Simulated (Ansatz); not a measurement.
# The perfect (5,2) C nanotube, part 2 of 2

Aim: is the (5,2) C nanotube a metal or a semiconductor?

Ansatz 0.2.0; DFT PBE, plane waves, PAW; relaxation of a wire's period (the session's first sound run).

So far. Step 6 (Levels at the same atoms, cutoff 500 eV, k-mesh 1×1×7): Bands cross the Fermi level, as under PBE at the relaxed period. Step 7 (At a strained period, period over the relaxed period …): Bands cross the Fermi level, as under PBE at the relaxed period.

## 8. At a strained period, period over the relaxed period 1.1

The period is set to 1.1 times the relaxed one and the atoms relax within it: strain changes bond lengths and angles, which shifts the bands against each other. Against the first PBE run of this kind, the mesh along the wire has 7 points against 10.

The cell differs from the one that the last finished run ended in (c 8.620 → 9.775 Å).

The input, input.yaml:

```yaml
crystal:
  lattice:
    - [11.689, 0.0, 0.0]
    - [0.0, 11.685, 0.0]
    - [0.0, 0.0, 9.7752774056]
  atoms:
    - { symbol: C, position: [0.392740716, 0.314255483, 0.999621414] }
    - { symbol: C, position: [0.714415174, 0.500035933, 0.000378601] }
    - { symbol: C, position: [0.310149506, 0.400289019, 0.038840816] }
    - { symbol: C, position: [0.508689055, 0.714321461, 0.038083097] }
    - { symbol: C, position: [0.591880624, 0.306181751, 0.076542344] }
    - { symbol: C, position: [0.621790167, 0.676560644, 0.077301878] }
    - { symbol: C, position: [0.328605734, 0.628905744, 0.115007658] }
    - { symbol: C, position: [0.474188057, 0.287061823, 0.115763145] }
[... 40 atom lines left out ...]
    - { symbol: C, position: [0.286276187, 0.482794744, 0.922698245] }
    - { symbol: C, position: [0.621837079, 0.323481367, 0.923454474] }
    - { symbol: C, position: [0.31011704, 0.599660742, 0.961919203] }
    - { symbol: C, position: [0.681266605, 0.614608177, 0.961158605] }
kpoints:
  mp_grid: { grid: [1, 1, 7] }
  band_path: { path: ["Γ", Z], npoints: 50 }
scf:
  occupations: { method: fermi_dirac, width: 0.05 }
hamiltonian:
  xc: pbe
relax:
  max_steps: 40
  f_tol: 0.02
output:
  stress: true
```

Launch:

```console
> ansatz run input.yaml --threads 4 --pin off --max-ram 16384MiB --backend cpu --events-out ev --progress --plain --runs-dir out
```

Run time: 4.2 min. Hardware: 4 threads of Intel Xeon Platinum 8488C (Sapphire Rapids), shared host; peak memory 7.8 GiB; 16 min of CPU time.

The steps of the relaxation:

| step | energy less that of the first step (eV) | largest force component (eV/Å) |
| --- | --- | --- |
| 1 | 0.0000 | 0.4104 |
| 2 | -0.3920 | 0.2778 |
| 3 | -0.4402 | 0.1649 |
| 4 | -0.4582 | 0.0069 |
| 5 | -0.4582 | 0.0064 |

Forces are held to the 2 operations that the run works with; a distortion that breaks them can't arise in this run.

The atoms that moved most (Å):

| atom | dx | dy | dz | length |
| --- | --- | --- | --- | --- |
| C22 | -0.004 | 0.044 | -0.003 | 0.044 |
| C47 | 0.004 | -0.044 | -0.003 | 0.044 |
| C29 | 0.001 | 0.044 | 0.003 | 0.044 |
| C4 | -0.001 | -0.044 | 0.003 | 0.044 |
| C33 | -0.006 | -0.043 | -0.003 | 0.044 |
| C8 | 0.006 | 0.043 | -0.003 | 0.044 |
| C42 | -0.011 | -0.042 | 0.003 | 0.044 |
| C15 | 0.011 | 0.042 | 0.003 | 0.044 |

This step gave:

| Property | Result |
| --- | --- |
| energy at zero smearing | -13020.6550 eV |
| band gap | 0.4128 eV |

Electronic bands along the path, in eV, zero at the Fermi level; v1 is the highest filled band, c1 the lowest empty one:

| point | v4 | v3 | v2 | v1 | c1 | c2 | c3 | c4 |
| --- | --- | --- | --- | --- | --- | --- | --- | --- |
| Γ | -1.49 | -1.49 | -0.75 | -0.75 | 0.19 | 1.23 | 1.23 | 1.28 |
| halfway | -1.46 | -1.13 | -1.06 | -0.33 | 0.53 | 0.83 | 0.92 | 1.25 |
| Z | -1.42 | -1.42 | -0.34 | -0.34 | 0.71 | 0.71 | 1.24 | 1.24 |

The gap is 0.413 eV, where PBE at the relaxed period gave a metal.

## 9. A varied input

This step: DFT LDA, plane waves, PAW; bands of a perfect wire at the PBE geometry; changed: scf.occupations.width = null, scf.occupations.method = "tetrahedron_uncorrected", scf.mixing.preconditioner = "kerker", magnetization = {"spin_polarized": true} (Ansatz 0.2.0).

The atoms of the band run (LDA) are kept and the input is varied, to see whether the result depends on it.

The input, input.yaml:

```yaml
crystal:
  lattice:
    - [11.689, 0.0, 0.0]
    - [0.0, 11.685, 0.0]
    - [0.0, 0.0, 8.8866158233]
  atoms:
    - { symbol: C, position: [0.392740716, 0.314255483, 0.999621414], spin: 0.2 }
    - { symbol: C, position: [0.714415174, 0.500035933, 0.000378601], spin: 0.2 }
    - { symbol: C, position: [0.310149506, 0.400289019, 0.038840816], spin: 0.2 }
    - { symbol: C, position: [0.508689055, 0.714321461, 0.038083097], spin: 0.2 }
    - { symbol: C, position: [0.591880624, 0.306181751, 0.076542344], spin: 0.2 }
    - { symbol: C, position: [0.621790167, 0.676560644, 0.077301878], spin: 0.2 }
    - { symbol: C, position: [0.328605734, 0.628905744, 0.115007658], spin: 0.2 }
    - { symbol: C, position: [0.474188057, 0.287061823, 0.115763145], spin: 0.2 }
[... 40 atom lines left out ...]
    - { symbol: C, position: [0.286276187, 0.482794744, 0.922698245], spin: 0.2 }
    - { symbol: C, position: [0.621837079, 0.323481367, 0.923454474], spin: 0.2 }
    - { symbol: C, position: [0.31011704, 0.599660742, 0.961919203], spin: 0.2 }
    - { symbol: C, position: [0.681266605, 0.614608177, 0.961158605], spin: 0.2 }
kpoints:
  mp_grid: { grid: [1, 1, 7] }
  band_path: { path: ["Γ", Z], npoints: 50 }
scf:
  occupations: { method: tetrahedron_uncorrected }
  mixing: { preconditioner: kerker }
hamiltonian:
  xc: lda
magnetization:
  spin_polarized: true
```

Wall time 7.1 min (4 threads); peak memory 10 GiB.

Numbers from this step:

- band gap: 0 eV

It took 7.1 min against 3.2 min for the run it varies.

The starting moments have collapsed: the run ends non-magnetic.

## 10. The same system on other settings

This step: DFT LDA, plane waves, PAW; bands of a perfect wire at the PBE geometry; changed: kpoints.mp_grid.grid = [1, 1, 6], scf.n_extra_bands = 2 (Ansatz 0.2.0).

The input, input.yaml:

```yaml
crystal:
  lattice:
    - [11.689, 0.0, 0.0]
    - [0.0, 11.685, 0.0]
    - [0.0, 0.0, 8.8866158233]
  atoms:
    - { symbol: C, position: [0.392740716, 0.314255483, 0.999621414] }
    - { symbol: C, position: [0.714415174, 0.500035933, 0.000378601] }
    - { symbol: C, position: [0.310149506, 0.400289019, 0.038840816] }
    - { symbol: C, position: [0.508689055, 0.714321461, 0.038083097] }
    - { symbol: C, position: [0.591880624, 0.306181751, 0.076542344] }
    - { symbol: C, position: [0.621790167, 0.676560644, 0.077301878] }
    - { symbol: C, position: [0.328605734, 0.628905744, 0.115007658] }
    - { symbol: C, position: [0.474188057, 0.287061823, 0.115763145] }
[... 40 atom lines left out ...]
    - { symbol: C, position: [0.286276187, 0.482794744, 0.922698245] }
    - { symbol: C, position: [0.621837079, 0.323481367, 0.923454474] }
    - { symbol: C, position: [0.31011704, 0.599660742, 0.961919203] }
    - { symbol: C, position: [0.681266605, 0.614608177, 0.961158605] }
kpoints:
  mp_grid: { grid: [1, 1, 6] }
  band_path: { path: ["Γ", Z], npoints: 50 }
scf:
  occupations: { method: fermi_dirac, width: 0.05 }
  n_extra_bands: 2
hamiltonian:
  xc: lda
```

Run time: 94 s. Hardware: 4 threads; peak memory 5.2 GiB.

Residual by cycle:

cycle, log10 residual and a bar from the least value:
```
        1       -0.8 ##############################
        2       -2.2 ########################
        3       -3.5 ##################
        4       -4.9 ############
        5       -5.5 #########
        6       -6.3 ######
        7       -7.6
```

The run finished with changed settings (kpoints.mp_grid.grid = [1, 1, 6] and scf.n_extra_bands = 2); it serves as a test.

## 11. Results

- cell length, PBE: 8.887 Å
- gap, period scaled by 0.97: none
- gap, period scaled by 1.1: 0.413 eV
- ballistic conductance by band crossings, a lower bound, PBE: 3 G₀

In words: Under PBE the cell's length is 8.89 Å, and the bands cross the Fermi level 3 times between Γ and Z, which gives a perfect wire at least 3 G₀ (opposite crossings within one step of the path cancel in such a count). Strain matters: under PBE the gap goes from 0.00 eV to 0 eV at 0.97 times the period and 0.413 eV at 1.1 times the period.

[Logs are printed without paths, hosts, clocks, repeated set-up lines and the standing remarks that a program may print on its own settings, such as how far it seeks lower states.]

[Hosts, paths, dates, database ids (printed as entryN), source tags and the programs' standing remarks are cut or masked in the printed files.]
